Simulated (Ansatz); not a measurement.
Relativistic treatment of Ir

```xyz
1
Lattice="0.0000 1.9197 1.9197 1.9197 0.0000 1.9197 1.9197 1.9197 0.0000" Properties=species:S:1:pos:R:3 pbc="T T T"
Ir    0.0000    0.0000    0.0000
```

The geometry is COD entry 9008470, unchecked; take it as a test cell.

One fixed cell is solved with PBE by frozen-core PAW in Ansatz 0.2.0 under different relativistic treatments. Pressure is positive in compression.

Sampling and basis: a Γ-centred 15×15×15 k mesh, Fermi–Dirac smearing of 0.05 eV, cutoff 420 eV, no spin polarisation.

```
                 setting  P (GPa)  lowest level at Γ above −25 eV, from the valence-band top or, without a gap, the Fermi level (eV)
     scalar-relativistic        ?                                                                                             -11.18
with spin–orbit coupling        ?                                                                                             -11.25
```

Problem. Give the missing entry: row "with spin–orbit coupling", column "P (GPa)".

Solution. 9.56.

Problem. What belongs in the row "scalar-relativistic", column "P (GPa)"?

Solution. 8.92.
